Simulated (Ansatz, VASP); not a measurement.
## Two plane-wave programs on Mo

The input INCAR:

```
SYSTEM = Mo
ALGO = Fast
EDIFF = 1E-6
ENCUT = 520
GGA = PE
ISIF = 2
ISMEAR = 0
LASPH = .TRUE.
LCHARG = .FALSE.
LREAL = .FALSE.
LWAVE = .FALSE.
NBANDS = 13
NELM = 80
PREC = Accurate
SIGMA = 0.1
```

File KPOINTS:

```
k-points
0
G
  18 18 18
  0 0 0
```

POSCAR

```
Mo
1.0
   -1.5642577647      1.5642577647      1.5642577647
    1.5642577647     -1.5642577647      1.5642577647
    1.5642577647      1.5642577647     -1.5642577647
Mo
1
Direct
    0.0000000000      0.0000000000      0.0000000000
```

Input for Ansatz:

```yaml
crystal:
  lattice:
    - [-1.5642577647, 1.5642577647, 1.5642577647]
    - [1.5642577647, -1.5642577647, 1.5642577647]
    - [1.5642577647, 1.5642577647, -1.5642577647]
  atoms:
    - { symbol: Mo, position: [0.0, 0.0, 0.0] }
basis:
  ecutwfc: 420
kpoints:
  mp_grid: { grid: [18, 18, 18] }
hamiltonian:
  xc: pbe
scf:
  occupations: { method: gaussian, width: 0.1 }
output:
  forces: true
  stress: true
  eigenvalues: true
```

Alike in both runs: task single point; functional PBE; k mesh 18 × 18 × 18; occupations gaussian, width 0.1 eV; no spin polarisation.

|  | VASP | Ansatz |
| --- | --- | --- |
| version | VASP 6.6.1 | Ansatz 0.2.0 |
| potentials or method | VASP PAW PBE potentials, release 64 (Mo_sv) | scalar-relativistic, plane waves, PAW |
| plane-wave cutoff (eV) | 520 | 420 |
| valence electrons in the cell | 14 | 14 |

Ansatz gave:

```
gap on the k mesh at the Fermi level (eV) : none
pressure (GPa)                            : 8.5
```

**Question.** What did VASP give for the same quantities?

**Answer.** gap on the k mesh at the Fermi level (eV): none; pressure (GPa): 9.0.

A gap of «none» marks a metal or a gap that the smearing closes.
